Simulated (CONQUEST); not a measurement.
## TiAl under changes of volume

One of the cells (16.065 Å³/atom); the others are scaled copies at fixed shape and fractional positions:

```
CELL_PARAMETERS angstrom
3.17906 0.00000 0.00000
0.00000 3.17906 0.00000
0.00000 0.00000 3.17906
ATOMIC_POSITIONS crystal
Ti 0.00000 0.00000 0.00000
Al 0.50000 0.50000 0.50000
```

The cell comes from a database or a generator and needn't be the stable form of this composition.

* Program: CONQUEST 1.3
* Functional: PBEsol
* Potentials or basis: PseudoDojo NC PBEsol, DZP, grid of 36 × 36 × 36 points
* k mesh: 8 × 8 × 8
* Occupations: fermi-dirac, width 0.05 eV
* Spin: no spin polarisation

```csv
volume (Å³/atom),energy over the lowest point (meV/atom),pressure (GPa)
15.101,18.93,7.1
15.422,7.62,4.4
15.743,1.33,2.0
16.065,0.00,-0.3
16.386,?,?
16.707,9.89,-4.3
17.028,20.54,-6.1
```

What does the run at 16.386 Å³/atom give?

Energy over the lowest point 2.89 meV/atom; pressure -2.4 GPa.

Worked out: A Birch-Murnaghan fit of order 3 (a polynomial in V^(-2/3)) to the other rows has its minimum at 16.00 Å³/atom with B0 = V·E''(V) = 110 GPa and B' = 3.3. It gives 2.93 meV/atom at 16.386 Å³/atom, against the run's 2.89, and -dE/dV = -2.5 GPa, against -2.4.

Energies are extrapolated to zero smearing.

Caveats: the basis of atomic orbitals isn't converged, which shifts pressures, moduli and gaps.
